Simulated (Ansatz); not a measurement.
MgS in the rocksalt structure, relaxed with r2SCAN in the PAW code Ansatz: the symmetry is Fm-3m (No. 225, cubic); conventional cell a = 5.203 Å, 17.61 Å³ an atom. Around Mg lie 6 S at 2.60 Å; around S lie 6 Mg at 2.60 Å. The cell was then strained (x, y and z are the cube axes), with the atoms relaxed again; stress is positive in compression. Calculated for a static, non-magnetic cell.

- Uniaxial +1.85 % along x, other directions held: r2SCAN's stress changes by -2.50 GPa along the strain and -0.78 GPa across it.
- Isotropic -1.33 % on every length: the pressure changes by +3.48 GPa, and the HSE06 gap (Γ → X) goes from 3.804 to 3.900 eV.

Task: Estimate C₁₁, C₁₂ and the bulk modulus from the uniaxial step.

Result: With compression positive, C₁₁ ≈ −Δσ∥/ε = (+2.50)/(+0.0185) = 135 GPa and C₁₂ ≈ (+0.78)/(+0.0185) = 42 GPa; B = (C₁₁ + 2C₁₂)/3 = 73 GPa. A one-sided step carries third-order terms: it reads low by some per cent.

Task: What bulk modulus does the isotropic step give?

Result: Δ ln V = 3 ln(0.9867) = -0.0402, so B ≈ −ΔP/Δ ln V = 87 GPa, against 73 GPa from C₁₁ and C₁₂; one-sided steps of finite size carry third-order terms.

Task: Give the volume deformation potential of that gap and its pressure coefficient.

Result: a_V = ΔE_g/Δ ln V = (+0.096)/(-0.0402) = -2.39 eV; dE_g/dP = −a_V/B = +28 meV/GPa, with HSE06's gap and r2SCAN's modulus.

The meshes of the hybrids are coarse, so their gaps aren't converged to the digits shown.
